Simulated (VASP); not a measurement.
Write the native input for VASP 6.6.1 that does the following.

| Quantity | Value |
| --- | --- |
| Task | relaxation of the atoms |
| Functional | PBE |
| Potentials or basis | VASP PAW PBE potentials, release 64 (Zn, Se) |
| Cutoff | 300 eV |
| k mesh | 4 × 4 × 4 |
| Occupations | gaussian, width 0.03 eV |
| Spin | no spin polarisation |
| Further INCAR settings | ALGO = Normal; EDIFF = 1e-07; IBRION = 2; EDIFFG = -0.01; NSW = 40 |

The structure of ZnSe (Stilleite) lies in POSCAR:

```
ZnSe                                    
1.0
    0.0000000000      2.9303923576      2.9303923576
    2.9303923576      0.0000000000      2.9303923576
    2.9303923576      2.9303923576     -0.0000000000
  Zn              Se            
     1     1
Direct
     1.0000000000000000    1.0000000000000000    1.0000000000000000
     0.2500000000000000    0.2500000000000000    0.2500000000000000
```

The cell isn't the ideal one: a relaxed cell with its volume scaled by 1.06.

The input as run:

INCAR

```
SYSTEM = ZnSe
PREC     = Accurate       ! precision mode
ENCUT    = 300            ! plane-wave cutoff, eV
EDIFF    = 1E-7           ! SCF threshold, eV
ISMEAR   = 0              ! smearing method
SIGMA    = 0.03           ! smearing width, eV
LREAL    = .FALSE.        ! projectors in reciprocal space
LASPH    = .TRUE.         ! aspherical terms in the spheres
NELM     = 80             ! most SCF steps
ALGO     = Normal         ! electronic algorithm
ISIF     = 2              ! what is computed and relaxed
LWAVE    = .FALSE.        ! write WAVECAR
LCHARG   = .FALSE.        ! write CHGCAR
GGA      = PE             ! functional
IBRION   = 2              ! ionic algorithm
NSW      = 40             ! ionic steps
EDIFFG   = -0.01          ! ionic threshold
```

KPOINTS

```
Automatic mesh
0
G
  4 4 4
  0 0 0
```

Potentials or basis: VASP PAW PBE potentials, release 64 (Zn, Se).

Run with:

```console
$ cat potpaw_PBE.64/Zn/POTCAR potpaw_PBE.64/Se/POTCAR > POTCAR
$ mpirun -np 1 vasp_std > vasp.out
```

Results of the run:

- Band gap on the k mesh: 0.88 eV, direct

Caveat: the k mesh is coarse (spacing up to 0.46 Å⁻¹), so the values aren't converged; the relaxation stopped at its first step, so nothing moved.

It took 5.7 s on 1 thread of AMD EPYC 7R13 Processor (Zen 3), on a shared host, peak memory 0.1 GiB.
